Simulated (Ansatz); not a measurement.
Level of theory: DFT PBE, scalar-relativistic, plane waves, PAW (Ansatz 0.2.0). All cells share a 420 eV cutoff and Γ-centred k meshes spaced at most about 0.3 Å⁻¹ (2π included). No spin polarisation in the final relaxations.

Temperature and zero-point effects are left out. All come from trial cells, and lower structures may exist.

**Question.** These unrelaxed guesses for BaTe are each relaxed within their symmetry. Order them by the energy at which they end, lowest first.
A.

Space group P-6m2 (No. 187). a = 4.836 Å, b = 4.836 Å, c = 4.708 Å, α = 90.00°, β = 90.00°, γ = 120.00°
```csv
atom,site,symmetry,x,y,z
Ba,1b,-6m2,0.0000,0.0000,0.5000
Te,1c,-6m2,0.3333,0.6667,0.0000
```

B.

Space group P6_3/mmc (No. 194). a = 4.908 Å, b = 4.908 Å, c = 9.214 Å, α = 90.00°, β = 90.00°, γ = 120.00°
```tsv
atom	site	symmetry	x	y	z
Ba	2c	-6m2	0.6667	0.3333	0.7500
Te	2a	-3m.	0.0000	0.0000	0.0000
```

**Answer.** B (ends in P6_3/mmc, anti-nickel arsenide type, 0 meV/atom), A (ends in P-6m2, tungsten carbide type, 51 meV/atom).

These runs have no spin–orbit coupling, which can matter for Te. With atoms moved at random, P6_3/mmc came back. Other cells relaxed within their symmetry can be saddle points. The part of the Crystallography Open Database at hand lists BaTe in space group No. 225, which no cell shown has. Some candidate types were left out of the draw beforehand, so a known form may be missing.
